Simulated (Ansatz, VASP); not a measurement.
## MnSb: VASP beside Ansatz

```
CELL_PARAMETERS angstrom
4.11853 0.00000 0.00000
-2.05926 3.56675 0.00000
0.00000 0.00000 4.80446
ATOMIC_POSITIONS crystal
Mn 0.00000 0.00000 0.00000
Mn 0.00000 0.00000 0.50000
Sb 0.33333 0.66667 0.25000
Sb 0.66667 0.33333 0.75000
```

Alike in both runs: functional PBE; k mesh 12 × 12 × 8; occupations gaussian, width 0.05 eV; no spin polarisation.

Ansatz relaxed the structure, and its values are those at the end. VASP's run is a single point on that final structure, the one shown.

|  | VASP | Ansatz |
| --- | --- | --- |
| version | VASP 6.6.1 | Ansatz 0.2.0 |
| potentials or method | VASP PAW PBE potentials, release 64 (Mn_pv, Sb) | scalar-relativistic, plane waves, PAW |
| plane-wave cutoff (eV) | 520 | 420 |
| valence electrons in the cell | 36 | 60 |

Ansatz gave:

```
gap on the k mesh at the Fermi level (eV) : none
pressure (GPa)                            : 0.0
```

Problem. Which values does VASP return?

Solution. gap on the k mesh at the Fermi level (eV): none; pressure (GPa): -0.1.

A gap of «none» marks a metal or a gap that the smearing closes. The two sets of potentials don't hold the same shells in valence.

Spin-orbit coupling is left out, which matters for the levels of Sb. Spin polarisation is off, so any magnetic state and its effect on volume and gap are missing.
